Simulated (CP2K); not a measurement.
Sb:

```xyz
2
Lattice="4.5067 0.0000 0.0000 2.4472 3.7843 0.0000 2.4472 1.3318 3.5422" Properties=species:S:1:pos:R:3 pbc="T T T"
Sb    7.2061    3.9215    2.7152
Sb    2.1951    1.1946    0.8271
```

Base run:

| Quantity | Value |
| --- | --- |
| Program | CP2K 2026.2 |
| Functional | TASK |
| Potentials or basis | POTENTIAL_UZH Sb GTH-PBE-q5; TZVP-MOLOPT-PBE-GTH basis |
| Density cutoff | 9184 eV |
| k mesh | 8 × 8 × 8 |
| Occupations | fermi-dirac, width 0.05 eV |
| Spin | no spin polarisation |

Its results: band gap on the k mesh none (metal or under the smearing width); pressure 5.3 GPa; largest force 0.097 eV/Å.

Task: The run is repeated on the same cell with these changes: functional from TASK to vdW-DF-cx. What comes out?

Result: Band gap on the k mesh none (metal or under the smearing width); pressure 3.4 GPa; largest force 0.283 eV/Å.

Caveats: the potentials were made for another functional, which shifts forces and pressure; the basis of atomic orbitals isn't converged, which shifts pressures, moduli and gaps.
